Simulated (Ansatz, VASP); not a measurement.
Si: programs and potentials compared

The starting cell:

```
CELL_PARAMETERS angstrom
0.00000 2.72185 2.72185
2.72185 0.00000 2.72185
2.72185 2.72185 0.00000
ATOMIC_POSITIONS crystal
Si 0.50000 0.50000 0.50000
Si 0.75000 0.75000 0.75000
```

Alike in all runs: task relaxation of cell and atoms; functional PBEsol; dispersion D4; k mesh 8 × 8 × 8; occupations fermi-dirac, width 0.05 eV; no spin polarisation; no spin-orbit coupling.

```csv
program and potentials,plane-wave cutoff (eV),notes,equilibrium volume (Å³/atom)
"Ansatz, Ansatz PAW",420,"potentials made for PBE, which Ansatz adapts in part",19.77
"Ansatz, all-electron LAPW, scalar-relativistic",-,-,19.75
"VASP, PBE PAW files Si, 600 eV",600,potentials made for PBE,19.79
```

The equilibrium volume spans 19.75 (Ansatz, all-electron LAPW, scalar-relativistic) to 19.79 Å³/atom (VASP, PBE PAW files Si, 600 eV), with all-electron results at 19.75. Relaxations stop with a little pressure left, so the last digit of a volume isn't settled.

The functional is the same throughout but for its coding, so the spread measures potentials, basis and numerics; runs on potential files found faulty are left out.

The two PAW calculations reproduce the all-electron volume of 19.75 Å³/atom closely, even though their potentials were made for a different functional. Silicon is a favourable case for this: its sp³ bonds are built from 3s and 3p states, well separated in energy and space from a compact neon-like core that hardly responds to bonding. Changing the gradient correction from PBE to PBEsol therefore probably alters the core-valence interaction too little to shift the equilibrium volume appreciably.

All three volumes lie slightly below the measured one for diamond-structure silicon. Because the all-electron calculation shares this contraction, the potentials are unlikely to be its main source. The likelier cause is the pairing of PBEsol with D4: PBEsol alone already describes the lattice of this covalent solid well, so the additional dispersion attraction tends to overbind it. The close agreement thus supports the transferability of the potentials for silicon near equilibrium, but it doesn't carry over to elements with shallow semicore states, where core and valence overlap more strongly.
